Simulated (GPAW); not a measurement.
Here is a GPAW 26.7.0 calculation.

File run.py:

```python
from ase.dft.bandgap import bandgap
from ase.io import read, write
from ase.units import Bohr, GPa
from gpaw import GPAW, PW
from gpaw.elf import elf_from_dft_calculation

atoms = read('CdS.xyz')

calc = GPAW(mode=PW(600),
            xc='PBE',
            kpts={'size': (8, 8, 8), 'gamma': True},
            occupations={'name': 'fermi-dirac', 'width': 0.05},
            nbands=18,
            convergence={'density': 1e-05, 'energy': 1e-05},
            maxiter=150,
            txt='gpaw.txt')
atoms.calc = calc
energy = atoms.get_potential_energy()
forces = atoms.get_forces()
stress = atoms.get_stress()
calc.write('gs.gpw')
write('result.traj', atoms)
print(f'Energy: {energy:.6f} eV')
print('Forces (eV/A):')
print(forces.round(4))
print('Stress (GPa):', (stress / GPa).round(3))
print('Fermi level:', round(calc.get_fermi_level(), 4), 'eV')
print(f'Gap: {bandgap(calc)[0]:.4f} eV, direct: {bandgap(calc, direct=True)[0]:.4f} eV')

# fields on the real-space grid
write('density.cube', atoms, data=calc.get_pseudo_density() * Bohr**3)
write('potential.cube', atoms, data=calc.get_electrostatic_potential())
write('elf.cube', atoms, data=elf_from_dft_calculation(calc).data)

path = atoms.cell.bandpath('GXWKGLUWLK,UX', npoints=100, eps=1e-4)
bs_calc = calc.fixed_density(kpts=path, symmetry='off', nbands=29,
                             convergence={'bands': 'CBM+6.0', 'eigenstates': 1e-6}, txt='bands.txt')
bs = bs_calc.band_structure()
bs.write('bs.json')
print(f'Gap on the path: {bandgap(bs_calc)[0]:.4f} eV')
```

File CdS.xyz:

```xyz
2
Lattice="0.0000000000 2.9165000000 2.9165000000 2.9165000000 0.0000000000 2.9165000000 2.9165000000 2.9165000000 0.0000000000" Properties=species:S:1:pos:R:3 pbc="T T T"
Cd     0.0000000000      0.0000000000      0.0000000000
S      4.3747500000      4.3747500000      4.3747500000
```

Potentials or basis: GPAW PAW data sets (gpaw-data 1.2.1), pw.

The run is started by

```bash
$ OMP_NUM_THREADS=1 python run.py
```

**Question.** Estimate the band gap along the path.

**Answer.** 1.13 eV, direct.

**Question.** Estimate the pressure.

**Answer.** 2.6 GPa.

**Question.** Predict the band gap on the k mesh.

**Answer.** 1.13 eV, direct.

Levels at the corners of the path, in eV from the valence-band top:
```csv
point,band 6,band 7,band 8,band 9,band 10,band 11,band 12,band 13
Γ,-7.20,0.00,0.00,0.00,1.13,6.49,6.49,6.49
X,-6.76,-3.96,-1.90,-1.90,3.54,4.35,9.18,10.74
W,-6.57,-3.91,-2.28,-2.19,5.41,5.42,7.20,8.03
K,-6.62,-3.95,-2.54,-1.54,4.23,5.43,8.47,8.98
Γ,-7.20,0.00,0.00,0.00,1.13,6.49,6.49,6.49
L,-6.82,-4.42,-0.76,-0.76,3.00,6.97,6.97,7.45
U,-6.62,-3.95,-2.54,-1.54,4.23,5.43,8.47,8.98
W,-6.57,-3.91,-2.28,-2.19,5.41,5.42,7.20,8.03
L,-6.82,-4.42,-0.76,-0.76,3.00,6.97,6.97,7.45
K,-6.62,-3.95,-2.54,-1.54,4.23,5.43,8.47,8.98
U,-6.62,-3.95,-2.54,-1.54,4.23,5.43,8.47,8.98
X,-6.76,-3.96,-1.90,-1.90,3.54,4.35,9.18,10.74
```

As with any semilocal functional, this PBE gap is likely too small.
